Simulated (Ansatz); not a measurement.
## Strain response of TiO2

Level of theory: DFT PBE+U, scalar-relativistic, plane waves, PAW in Ansatz 0.2.0. Settings: 420 eV cutoff, 6×6×10 k-mesh, Gaussian smearing of 0.02 eV, no spin polarisation, U_eff Ti 4.0 eV on d shells.

Starting point, cell and atoms relaxed:

```
Ti O
1.0
     4.64035    0.00000    0.00000
     0.00000    4.64035    0.00000
     0.00000    0.00000    3.00611
Ti O
2 4
Cartesian
  2.3202 2.3202 0.0000
  0.0000 0.0000 1.5031
  3.2220 3.2220 1.5031
  3.7385 0.9019 0.0000
  0.9019 3.7385 0.0000
  1.4183 1.4183 1.5031
```

Deformation: biaxial strain in the a-b plane, with the length and tilt of c and the atoms relaxed, all within the symmetry that the strain leaves. Energies are extrapolated to zero smearing. Gaps are Kohn–Sham gaps over the whole zone.

**Question.** Give the structure at +4.5 %.

**Answer.**
```
Ti O
1.0
     4.84917    0.00000    0.00000
     0.00000    4.84917    0.00000
     0.00000    0.00000    2.93673
Ti O
2 4
Cartesian
  2.4246 2.4246 0.0000
  0.0000 0.0000 1.4684
  3.3485 3.3485 1.4684
  3.9253 0.9239 0.0000
  0.9239 3.9253 0.0000
  1.5007 1.5007 1.4684
```
Space group P4_2/mnm (136), 40.6 meV/atom over the relaxed crystal.